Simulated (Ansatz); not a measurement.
# Point defect: H interstitial in HfO₂

Computed with DFT PBEsol, scalar-relativistic, plane waves, PAW (Ansatz 0.2.0). Settings: 420 eV cutoff, 2×2×2 k-mesh, shifted by half a step, Gaussian smearing of 0.01 eV, collinear spin in charge 0 alone.

Host crystal, relaxed:

```xyz
6
Lattice="4.8301 0.0000 0.0000 0.0000 4.8301 0.0000 0.0000 0.0000 3.2097" Properties=species:S:1:pos:R:3 pbc="T T T"
Hf    0.0000    0.0000    0.0000
Hf    2.4151    2.4151    1.6049
O     0.9417    3.8884    1.6049
O     1.4733    1.4733    0.0000
O     3.3568    3.3568    0.0000
O     3.8884    0.9417    1.6049
```

Supercell of 48 atoms, rows in host cell vectors: 1 1 -2; -1 1 2; 1 -1 2. Atoms relax at the host's cell, keeping the symmetry that the supercell leaves at the site. The cell is small, so energies carry finite-size errors of tenths of an eV. The host's Kohn–Sham gap is 3.89 eV. Atoms are taken from and returned to the elements' standard states. Charged cells are corrected for image charges with the computed static dielectric tensor (mean 28.6) and aligned with the host's potential at far atoms (alignment terms reach 0.05 eV; the program doubts the alignment in some charges, where it is up to 0.05 eV). No band-filling term is added, and the Fermi level counts from the host's valence band top.

Spin-orbit coupling is left out, which matters for the bands and energies of heavy elements.

Defect: H interstitial set at (0.050, 0.600, 0.062) of the host cell. In charges +1, -1 some atom moved by up to 0.9 Å, so the relaxed defect can differ in kind from the start. Before relaxation its nearest neighbours are 1 O at 1.79 Å, 1 O at 1.86 Å, 1 O at 1.89 Å, 1 Hf at 1.96 Å.

```tsv
charge	E_f at the valence band top (eV)	over the neutral state (eV)	moment (μB)	largest move (Å)	atoms near the site
+1	-1.84	-4.53	0.00	0.71	1 O at 1.00 Å
0	2.68	0.00	1.00	0.27	1 O at 1.76 Å, 1 Hf at 2.04 Å, 1 O at 2.04 Å, 1 O at 2.16 Å, 1 O at 2.17 Å
-1	4.29	1.61	0.00	0.92	1 Hf at 1.91 Å, 2 Hf at 2.01 Å, 1 O at 2.04 Å, 2 O at 2.08 Å, 1 O at 2.30 Å, 1 O at 2.55 Å
```

Among the charges computed the stable one is +1 at the valence band top, changing to -1 at 3.07 eV. Other sites of the defect weren't tried.